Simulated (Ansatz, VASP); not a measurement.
Two plane-wave programs on SnO

```xyz
4
Lattice="3.4934 0.0000 0.0000 -1.7467 3.0254 0.0000 0.0000 0.0000 5.7557" Properties=species:S:1:pos:R:3 pbc="T T T"
Sn    0.0000    0.0000    0.0000
Sn    0.0000    0.0000    2.8778
O     0.0000    2.0169    4.3167
O     1.7467    1.0085    1.4389
```

Alike in both runs: task relaxation of cell and atoms; functional PBE; k mesh 6 × 6 × 4; occupations gaussian, width 0.1 eV; no spin polarisation.

|  | VASP | Ansatz |
| --- | --- | --- |
| version | VASP 6.6.1 | Ansatz 0.2.0 |
| potentials or method | VASP PAW PBE potentials, release 64 (Sn_d, O) | scalar-relativistic, plane waves, PAW |
| plane-wave cutoff (eV) | 600 | 420 |
| valence electrons in the cell | 40 | 40 |

```csv
,VASP,Ansatz,Ansatz less VASP
"gap on the k mesh at the Fermi level, each at its own relaxed structure (eV)",none,none,-
relaxed volume (Å³/atom),16.84,16.79,-0.046
relaxed cell length with the largest relative difference (Å),6.420,6.440,+0.0201
energy change over the relaxation (meV/atom),-104,-105,-0.4
```

A gap of «none» marks a metal or a gap that the smearing closes.
